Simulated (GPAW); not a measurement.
# Hf (P6_3/mmc) in GPAW: convergence with k mesh

Aim: find how far k mesh must go before the results for Hf settle, at PBE+D3. This setting moves, with any that are tied to it; all else stays.

Program: GPAW 26.7.0. These are calculated values, not measurements. Logs are shortened: lines on timing, memory, paths and dates and some standing lists are left out, and cuts for length are marked. The log counts tension as positive stress, the text compression.

## (1) The structure

The structure is hexagonal, space group P6_3/mmc (No. 194). The conventional cell has a = 3.197 Å, b = 3.197 Å, c = 5.058 Å, α = 90.00°, β = 90.00°, γ = 120.00°. Around Hf (site symmetry -6m2) lie 12 Hf at 3.13 to 3.20 Å.

## (2) With k mesh 3 × 3 × 2

Input file run.py:

```python
import json
import numpy as np
import spglib
from ase.calculators.mixing import SumCalculator
from ase.constraints import FixSymmetry
from ase.filters import FrechetCellFilter
from ase.io import read, write
from ase.optimize import BFGS
from ase.stress import full_3x3_to_voigt_6_stress, voigt_6_to_full_3x3_strain, voigt_6_to_full_3x3_stress
from ase.units import GPa
from dftd3.ase import DFTD3
from gpaw import GPAW, PW

atoms = read('POSCAR')

calc = GPAW(mode=PW(450),
            xc='PBE',
            kpts={'size': (3, 3, 2), 'gamma': True},
            occupations={'name': 'fermi-dirac', 'width': 0.05},
            nbands=24,
            convergence={'density': 1e-06, 'eigenstates': 1e-09},
            maxiter=150,
            symmetry={'tolerance': 0.001},
            txt='gpaw.txt')
atoms.calc = SumCalculator([calc, DFTD3(method='pbe', damping='d3zero')])
atoms.set_constraint(FixSymmetry(atoms))
BFGS(FrechetCellFilter(atoms), trajectory='relax.traj', logfile='-').run(fmax=0.005, steps=40)
atoms.set_constraint()
energy = atoms.get_potential_energy()
forces = atoms.get_forces()
stress = atoms.get_stress()
calc.write('gs.gpw')
write('result.traj', atoms)
print('Cell:', atoms.cell.cellpar().round(4))
print(atoms.get_scaled_positions().round(5))

gpts = tuple(int(n) for n in calc.get_number_of_grid_points())
cell = atoms.cell[:].T
dataset = spglib.get_symmetry((atoms.cell[:], atoms.get_scaled_positions(), atoms.numbers), symprec=1e-4)
rotations = [cell @ w @ np.linalg.inv(cell) for w in dataset['rotations']]
strains, clamped, relaxed = [], [], []
for v in [0, 2, 3]:
    for e in (-0.01, 0.01):
        voigt = np.zeros(6)
        voigt[v] = e
        F = voigt_6_to_full_3x3_strain(voigt)
        a = atoms.copy()
        a.set_cell(atoms.cell[:] @ F, scale_atoms=True)
        c = GPAW(mode=PW(450),
                 xc='PBE',
                 kpts={'size': (3, 3, 2), 'gamma': True},
                 occupations={'name': 'fermi-dirac', 'width': 0.05},
                 nbands=24,
                 convergence={'density': 1e-06, 'eigenstates': 1e-09},
                 maxiter=150,
                 symmetry={'tolerance': 0.001},
                 gpts=gpts,
                 txt=f'strain-{v}{e:+.3f}.txt')
        a.calc = SumCalculator([c, DFTD3(method='pbe', damping='d3zero')])
        s0 = s1 = a.get_stress() - stress
        BFGS(a, logfile=None).run(fmax=0.003, steps=25)
        s1 = a.get_stress() - stress
        print(v, e, 'clamped', (s0 / GPa).round(3), 'relaxed', (s1 / GPa).round(3), flush=True)
        for R in rotations:  # images under the point group
            eps = R @ (F - np.eye(3)) @ R.T
            strains.append(full_3x3_to_voigt_6_stress(eps) * [1, 1, 1, 2, 2, 2])
            for s, rows in ((s0, clamped), (s1, relaxed)):
                rows.append(full_3x3_to_voigt_6_stress(R @ voigt_6_to_full_3x3_stress(s) @ R.T))

C0, C = (np.linalg.lstsq(np.array(strains), np.array(s), rcond=None)[0].T / GPa for s in (clamped, relaxed))
print('Clamped-ion Cij (GPa):')
print(C0.round(1))
print('Relaxed-ion Cij (GPa):')
print(C.round(1))
json.dump({'clamped': C0.tolist(), 'relaxed': C.tolist()}, open('elastic.json', 'w'))
```

Input file POSCAR:

```
Hf
1.0
    3.1967000000      0.0000000000      0.0000000000
   -1.5983500000      2.7684234083      0.0000000000
    0.0000000000      0.0000000000      5.0578000000
Hf
2
Direct
    0.6666666667      0.3333333333      0.7500000000
    0.3333333333      0.6666666667      0.2500000000
```

Potentials or basis: GPAW PAW data sets (gpaw-data 1.2.1), pw.

Run with:

```sh
OMP_NUM_THREADS=1 python run.py
```

Wall time 42 s (1 thread of Arm Neoverse V1, shared host); peak memory 0.21 GiB.

What came out:

* Free energy: -15.8911 eV
* Relaxed volume: 21.84 Å³/atom
* Relaxed cell: a = 3.177 Å, b = 3.177 Å, c = 4.997 Å, α = 90.00°, β = 90.00°, γ = 120.00°
* Space group after relaxing (to 0.05 Å): P6_3/mmc (No. 194)
* Pressure after relaxing: 0.0 GPa
* Band gap on the k mesh: none (metal or under the smearing width)
* Voigt bulk modulus: 115 GPa
* Bulk modulus (Hill): 113 GPa
* Shear modulus (Hill): 87 GPa
* Young's modulus: 207 GPa
* Poisson's ratio (from the elastic constants): 0.19
* Dispersion energy per atom: -0.406 eV

## (3) With k mesh 4 × 4 × 2

run.py: that of step 2 with these lines changed.

```diff
@@ -17,3 +17,3 @@
             xc='PBE',
-            kpts={'size': (3, 3, 2), 'gamma': True},
+            kpts={'size': (4, 4, 2), 'gamma': True},
             occupations={'name': 'fermi-dirac', 'width': 0.05},
@@ -50,3 +50,3 @@
                  xc='PBE',
-                 kpts={'size': (3, 3, 2), 'gamma': True},
+                 kpts={'size': (4, 4, 2), 'gamma': True},
                  occupations={'name': 'fermi-dirac', 'width': 0.05},
```

POSCAR is that of step 2.

Potentials or basis: GPAW PAW data sets (gpaw-data 1.2.1), pw.

Run with:

```sh
OMP_NUM_THREADS=1 python run.py
```

It took 62 s on 1 thread of Arm Neoverse V1, shared host; peak memory 0.21 GiB.

What came out:

| Quantity | Value |
| --- | --- |
| Free energy | -15.7687 eV |
| Relaxed volume | 21.82 Å³/atom |
| Relaxed cell | a = 3.178 Å, b = 3.178 Å, c = 4.990 Å, α = 90.00°, β = 90.00°, γ = 120.00° |
| Space group after relaxing (to 0.05 Å) | P6_3/mmc (No. 194) |
| Pressure after relaxing | 0.0 GPa |
| Band gap on the k mesh | none (metal or under the smearing width) |
| Voigt bulk modulus | 118 GPa |
| Bulk modulus (Hill) | 118 GPa |
| Shear modulus (Hill) | 66 GPa |
| Young's modulus | 166 GPa |
| Poisson's ratio (from the elastic constants) | 0.27 |
| Dispersion energy per atom | -0.406 eV |

## (4) With k mesh 5 × 5 × 3

run.py: that of step 3 with these lines changed.

```diff
@@ -17,3 +17,3 @@
             xc='PBE',
-            kpts={'size': (4, 4, 2), 'gamma': True},
+            kpts={'size': (5, 5, 3), 'gamma': True},
             occupations={'name': 'fermi-dirac', 'width': 0.05},
@@ -50,3 +50,3 @@
                  xc='PBE',
-                 kpts={'size': (4, 4, 2), 'gamma': True},
+                 kpts={'size': (5, 5, 3), 'gamma': True},
                  occupations={'name': 'fermi-dirac', 'width': 0.05},
```

POSCAR is that of step 3.

Run with:

```sh
OMP_NUM_THREADS=1 python run.py
```

Wall time 92 s (1 thread of Arm Neoverse V1, shared host); peak memory 0.22 GiB.

The run converged. Its results:

* Free energy: -15.8380 eV
* Relaxed volume: 21.77 Å³/atom
* Relaxed cell: a = 3.180 Å, b = 3.180 Å, c = 4.969 Å, α = 90.00°, β = 90.00°, γ = 120.00°
* Space group after relaxing (to 0.05 Å): P6_3/mmc (No. 194)
* Pressure after relaxing: 0.0 GPa
* Band gap on the k mesh: none (metal or under the smearing width)
* Voigt bulk modulus: 115 GPa
* Bulk modulus (Hill): 115 GPa
* Shear modulus (Hill): 33 GPa
* Young's modulus: 91 GPa
* Poisson's ratio (from the elastic constants): 0.37
* Dispersion energy per atom: -0.407 eV

## (5) With k mesh 6 × 6 × 3

run.py: that of step 4 with these lines changed.

```diff
@@ -17,3 +17,3 @@
             xc='PBE',
-            kpts={'size': (5, 5, 3), 'gamma': True},
+            kpts={'size': (6, 6, 3), 'gamma': True},
             occupations={'name': 'fermi-dirac', 'width': 0.05},
@@ -50,3 +50,3 @@
                  xc='PBE',
-                 kpts={'size': (5, 5, 3), 'gamma': True},
+                 kpts={'size': (6, 6, 3), 'gamma': True},
                  occupations={'name': 'fermi-dirac', 'width': 0.05},
```

POSCAR is that of step 4.

Run with:

```sh
OMP_NUM_THREADS=1 python run.py
```

It took 2 min on 1 thread of Arm Neoverse V1, shared host; peak memory 0.25 GiB.

It converged, with:

| Property | Result |
| --- | --- |
| Free energy | -15.7801 eV |
| Relaxed volume | 22.01 Å³/atom |
| Relaxed cell | a = 3.174 Å, b = 3.174 Å, c = 5.047 Å, α = 90.00°, β = 90.00°, γ = 120.00° |
| Space group after relaxing (to 0.05 Å) | P6_3/mmc (No. 194) |
| Pressure after relaxing | 0.0 GPa |
| Band gap on the k mesh | none (metal or under the smearing width) |
| Voigt bulk modulus | 115 GPa |
| Bulk modulus (Hill) | 114 GPa |
| Shear modulus (Hill) | 23 GPa |
| Young's modulus | 66 GPa |
| Poisson's ratio (from the elastic constants) | 0.40 |
| Dispersion energy per atom | -0.402 eV |

## (6) With k mesh 7 × 7 × 4

run.py: that of step 5 with these lines changed.

```diff
@@ -17,3 +17,3 @@
             xc='PBE',
-            kpts={'size': (6, 6, 3), 'gamma': True},
+            kpts={'size': (7, 7, 4), 'gamma': True},
             occupations={'name': 'fermi-dirac', 'width': 0.05},
@@ -50,3 +50,3 @@
                  xc='PBE',
-                 kpts={'size': (6, 6, 3), 'gamma': True},
+                 kpts={'size': (7, 7, 4), 'gamma': True},
                  occupations={'name': 'fermi-dirac', 'width': 0.05},
```

POSCAR is that of step 5.

Potentials or basis: GPAW PAW data sets (gpaw-data 1.2.1), pw.

Run with:

```sh
OMP_NUM_THREADS=1 python run.py
```

Wall time 3.4 min (1 thread of Arm Neoverse V1, shared host); peak memory 0.27 GiB.

The run converged. Its results:

* Free energy: -15.8305 eV
* Relaxed volume: 21.92 Å³/atom
* Relaxed cell: a = 3.163 Å, b = 3.163 Å, c = 5.060 Å, α = 90.00°, β = 90.00°, γ = 120.00°
* Space group after relaxing (to 0.05 Å): P6_3/mmc (No. 194)
* Pressure after relaxing: 0.0 GPa
* Band gap on the k mesh: none (metal or under the smearing width)
* Voigt bulk modulus: 115 GPa
* Bulk modulus (Hill): 115 GPa
* Shear modulus (Hill): 50 GPa
* Young's modulus: 131 GPa
* Poisson's ratio (from the elastic constants): 0.31
* Dispersion energy per atom: -0.404 eV

## (7) With k mesh 9 × 9 × 5

run.py: that of step 6 with these lines changed.

```diff
@@ -17,3 +17,3 @@
             xc='PBE',
-            kpts={'size': (7, 7, 4), 'gamma': True},
+            kpts={'size': (9, 9, 5), 'gamma': True},
             occupations={'name': 'fermi-dirac', 'width': 0.05},
@@ -50,3 +50,3 @@
                  xc='PBE',
-                 kpts={'size': (7, 7, 4), 'gamma': True},
+                 kpts={'size': (9, 9, 5), 'gamma': True},
                  occupations={'name': 'fermi-dirac', 'width': 0.05},
```

POSCAR is that of step 6.

Run with:

```sh
OMP_NUM_THREADS=1 python run.py
```

It took 5.8 min on 1 thread of Arm Neoverse V1, shared host; peak memory 0.46 GiB.

Results (log left out):

| Property | Result |
| --- | --- |
| Free energy | -15.8355 eV |
| Relaxed volume | 21.85 Å³/atom |
| Relaxed cell | a = 3.173 Å, b = 3.173 Å, c = 5.012 Å, α = 90.00°, β = 90.00°, γ = 120.00° |
| Space group after relaxing (to 0.05 Å) | P6_3/mmc (No. 194) |
| Pressure after relaxing | 0.0 GPa |
| Band gap on the k mesh | none (metal or under the smearing width) |
| Voigt bulk modulus | 114 GPa |
| Bulk modulus (Hill) | 113 GPa |
| Shear modulus (Hill) | 64 GPa |
| Young's modulus | 161 GPa |
| Poisson's ratio (from the elastic constants) | 0.26 |
| Dispersion energy per atom | -0.405 eV |

## (8) With k mesh 10 × 10 × 6

run.py: that of step 7 with these lines changed.

```diff
@@ -17,3 +17,3 @@
             xc='PBE',
-            kpts={'size': (9, 9, 5), 'gamma': True},
+            kpts={'size': (10, 10, 6), 'gamma': True},
             occupations={'name': 'fermi-dirac', 'width': 0.05},
@@ -50,3 +50,3 @@
                  xc='PBE',
-                 kpts={'size': (9, 9, 5), 'gamma': True},
+                 kpts={'size': (10, 10, 6), 'gamma': True},
                  occupations={'name': 'fermi-dirac', 'width': 0.05},
```

POSCAR is that of step 7.

Potentials or basis: GPAW PAW data sets (gpaw-data 1.2.1), pw.

Run with:

```sh
OMP_NUM_THREADS=1 python run.py
```

gpaw.txt:

```text
__  _  _
 | _ |_)|_||  |
 |__||  | ||/\| - 26.7.0

Input parameters:
  mode=PW(ecut=450.00000000000006),
  convergence={'density': 1e-06, 'eigenstates': 1e-09},
  kpts=MonkhorstPack(size=(10, 10, 6), gamma=True),
  maxiter=150,
  nbands=24,
  occupations=Occupations(name='fermi-dirac', width=0.05),
  symmetry=Symmetry(tolerance=0.001),
  xc=XC(name='PBE')

Diagonalizing LCAO Hamiltonian
Converting LCAO to pw mode

           Hf

        Hf

Atoms  # Å, Bohr magnetons
|   | symbol |        x |        y |        z |    initial magnetic moments |
|---|--------|----------|----------|----------|-----------------------------|
| 0 |     Hf | 1.598350 | 0.922808 | 3.793350 | ( 0.0000,  0.0000,  0.0000) |
| 1 |     Hf | 0.000000 | 1.845616 | 1.264450 | ( 0.0000,  0.0000,  0.0000) |

Unit cell  # Å
| periodic |         x |        y |        z |  lengths |     angles |
|----------|-----------|----------|----------|----------|------------|
|      yes |  3.196700 | 0.000000 | 0.000000 | 3.196700 |  90.000000 |
|      yes | -1.598350 | 2.768423 | 0.000000 | 3.196700 |  90.000000 |
|      yes |  0.000000 | 0.000000 | 5.057800 | 5.057800 | 120.000000 |

Number of symmetries: 12
Symmetry operations  # r_c * U_cc + t_c -> r_c
|    | kind |            matrix            |
|----|------|------------------------------|
|  0 |  σ   |  1, 1, 0,  0,-1, 0,  0, 0, 1 |
|  1 |  S6  |  1, 1, 0, -1, 0, 0,  0, 0,-1 |
|  2 |  E   |  1, 0, 0,  0, 1, 0,  0, 0, 1 |
|  3 |  C2  |  1, 0, 0, -1,-1, 0,  0, 0,-1 |
|  4 |  C2  |  0, 1, 0,  1, 0, 0,  0, 0,-1 |
|  5 |  C3  |  0, 1, 0, -1,-1, 0,  0, 0, 1 |
|  6 |  S6  |  0,-1, 0,  1, 1, 0,  0, 0,-1 |
|  7 |  σ   |  0,-1, 0, -1, 0, 0,  0, 0, 1 |
|  8 |  σ   | -1, 0, 0,  1, 1, 0,  0, 0, 1 |
|  9 |  i   | -1, 0, 0,  0,-1, 0,  0, 0,-1 |
| 10 |  C3  | -1,-1, 0,  1, 0, 0,  0, 0, 1 |
| 11 |  C2  | -1,-1, 0,  0, 1, 0,  0, 0,-1 |
[... 167 lines left out ...]
Stress tensor  # eV/Ang^3
|         x |         y |         z |
|-----------|-----------|-----------|
| -0.007158 |  0.000000 |  0.000000 |
|  0.000000 | -0.007158 |  0.000000 |
|  0.000000 |  0.000000 | -0.005943 |

Forces  # eV/Ang
|        x |       y |        z |
|----------|---------|----------|
|  0.00000 | 0.00000 | -0.00002 |  # Hf   0
| -0.00000 | 0.00000 |  0.00002 |  # Hf   1

Interpolating wave functions to new cell

           Hf

        Hf

Atoms  # Å, Bohr magnetons
|   | symbol |        x |        y |        z |    initial magnetic moments |
|---|--------|----------|----------|----------|-----------------------------|
| 0 |     Hf | 1.594602 | 0.920644 | 3.783930 | ( 0.0000,  0.0000,  0.0000) |
| 1 |     Hf | 0.000000 | 1.841288 | 1.261310 | ( 0.0000,  0.0000,  0.0000) |

Unit cell  # Å
| periodic |         x |         y |         z |  lengths |     angles |
|----------|-----------|-----------|-----------|----------|------------|
|      yes |  3.189205 | -0.000000 | -0.000000 | 3.189205 |  90.000000 |
|      yes | -1.594602 |  2.761932 |  0.000000 | 3.189205 |  90.000000 |
|      yes |  0.000000 | -0.000000 |  5.045240 | 5.045240 | 120.000000 |

Number of symmetries: 12
Symmetry operations  # r_c * U_cc + t_c -> r_c
|    | kind |            matrix            |
|----|------|------------------------------|
|  0 |  σ   |  1, 1, 0,  0,-1, 0,  0, 0, 1 |
|  1 |  S6  |  1, 1, 0, -1, 0, 0,  0, 0,-1 |
|  2 |  E   |  1, 0, 0,  0, 1, 0,  0, 0, 1 |
|  3 |  C2  |  1, 0, 0, -1,-1, 0,  0, 0,-1 |
|  4 |  C2  |  0, 1, 0,  1, 0, 0,  0, 0,-1 |
|  5 |  C3  |  0, 1, 0, -1,-1, 0,  0, 0, 1 |
|  6 |  S6  |  0,-1, 0,  1, 1, 0,  0, 0,-1 |
|  7 |  σ   |  0,-1, 0, -1, 0, 0,  0, 0, 1 |
|  8 |  σ   | -1, 0, 0,  1, 1, 0,  0, 0, 1 |
|  9 |  i   | -1, 0, 0,  0,-1, 0,  0, 0,-1 |
| 10 |  C3  | -1,-1, 0,  1, 0, 0,  0, 0, 1 |
| 11 |  C2  | -1,-1, 0,  0, 1, 0,  0, 0,-1 |
[... 166 lines left out ...]
Stress tensor  # eV/Ang^3
|         x |         y |         z |
|-----------|-----------|-----------|
| -0.012195 |  0.000000 |  0.000000 |
|  0.000000 | -0.012195 |  0.000000 |
|  0.000000 |  0.000000 | -0.011202 |

Forces  # eV/Ang
|        x |       y |        z |
|----------|---------|----------|
| -0.00000 | 0.00000 | -0.00002 |  # Hf   0
|  0.00000 | 0.00000 |  0.00002 |  # Hf   1

Interpolating wave functions to new cell

           Hf

        Hf

Atoms  # Å, Bohr magnetons
|   | symbol |        x |        y |        z |    initial magnetic moments |
|---|--------|----------|----------|----------|-----------------------------|
| 0 |     Hf | 1.586709 | 0.916087 | 3.764163 | ( 0.0000,  0.0000,  0.0000) |
| 1 |     Hf | 0.000000 | 1.832173 | 1.254721 | ( 0.0000,  0.0000,  0.0000) |

Unit cell  # Å
| periodic |         x |         y |         z |  lengths |     angles |
|----------|-----------|-----------|-----------|----------|------------|
|      yes |  3.173418 |  0.000000 | -0.000000 | 3.173418 |  90.000000 |
|      yes | -1.586709 |  2.748260 |  0.000000 | 3.173418 |  90.000000 |
|      yes |  0.000000 | -0.000000 |  5.018884 | 5.018884 | 120.000000 |

Number of symmetries: 12
Symmetry operations  # r_c * U_cc + t_c -> r_c
|    | kind |            matrix            |
|----|------|------------------------------|
|  0 |  σ   |  1, 1, 0,  0,-1, 0,  0, 0, 1 |
|  1 |  S6  |  1, 1, 0, -1, 0, 0,  0, 0,-1 |
|  2 |  E   |  1, 0, 0,  0, 1, 0,  0, 0, 1 |
|  3 |  C2  |  1, 0, 0, -1,-1, 0,  0, 0,-1 |
|  4 |  C2  |  0, 1, 0,  1, 0, 0,  0, 0,-1 |
|  5 |  C3  |  0, 1, 0, -1,-1, 0,  0, 0, 1 |
|  6 |  S6  |  0,-1, 0,  1, 1, 0,  0, 0,-1 |
|  7 |  σ   |  0,-1, 0, -1, 0, 0,  0, 0, 1 |
|  8 |  σ   | -1, 0, 0,  1, 1, 0,  0, 0, 1 |
|  9 |  i   | -1, 0, 0,  0,-1, 0,  0, 0,-1 |
| 10 |  C3  | -1,-1, 0,  1, 0, 0,  0, 0, 1 |
| 11 |  C2  | -1,-1, 0,  0, 1, 0,  0, 0,-1 |
[... 167 lines left out ...]
Stress tensor  # eV/Ang^3
|         x |         y |         z |
|-----------|-----------|-----------|
| -0.023237 | -0.000000 |  0.000000 |
| -0.000000 | -0.023237 | -0.000000 |
|  0.000000 | -0.000000 | -0.022619 |

Forces  # eV/Ang
|        x |       y |        z |
|----------|---------|----------|
|  0.00000 | 0.00000 | -0.00001 |  # Hf   0
| -0.00000 | 0.00000 |  0.00001 |  # Hf   1

# Writing to gs.gpw (mode='')
```

Wall time 8.3 min (1 thread of Arm Neoverse V1, shared host); peak memory 0.52 GiB.

Results:

| Quantity | Value |
| --- | --- |
| Free energy | -15.8281 eV |
| Relaxed volume | 21.89 Å³/atom |
| Relaxed cell | a = 3.173 Å, b = 3.173 Å, c = 5.019 Å, α = 90.00°, β = 90.00°, γ = 120.00° |
| Space group after relaxing (to 0.05 Å) | P6_3/mmc (No. 194) |
| Pressure after relaxing | 0.0 GPa |
| Band gap on the k mesh | none (metal or under the smearing width) |
| Voigt bulk modulus | 112 GPa |
| Bulk modulus (Hill) | 112 GPa |
| Shear modulus (Hill) | 54 GPa |
| Young's modulus | 139 GPa |
| Poisson's ratio (from the elastic constants) | 0.29 |
| Dispersion energy per atom | -0.405 eV |

## (9) Result

```csv
k mesh,"energy less the tightest run, at zero smearing (meV/atom)",SCF cycles,CPU time (s),peak memory (GiB)
3 × 3 × 2,-33.93,10,42,0.21
4 × 4 × 2,32.02,10,62,0.21
5 × 5 × 3,-3.57,10,92,0.22
6 × 6 × 3,26.20,10,120,0.25
7 × 7 × 4,-2.07,10,210,0.27
9 × 9 × 5,-4.87,10,350,0.46
10 × 10 × 6,0.00,10,500,0.52
```

Not settled before the last step: the energy (to 1 meV/atom). Meshes of other sizes hit other points, so gaps and Fermi surfaces needn't settle smoothly. The tightest run that finished is the yardstick and may itself not be fully converged.

Caveats: the cutoff is short for stress and forces, so pressures can be off by a GPa or more; the density grid can change from cell to cell, which puts small steps into energies and stress; elastic constants of metals need much finer meshes, so these are rough; pairwise dispersion overbinds metals, which lowers pressure and volume.
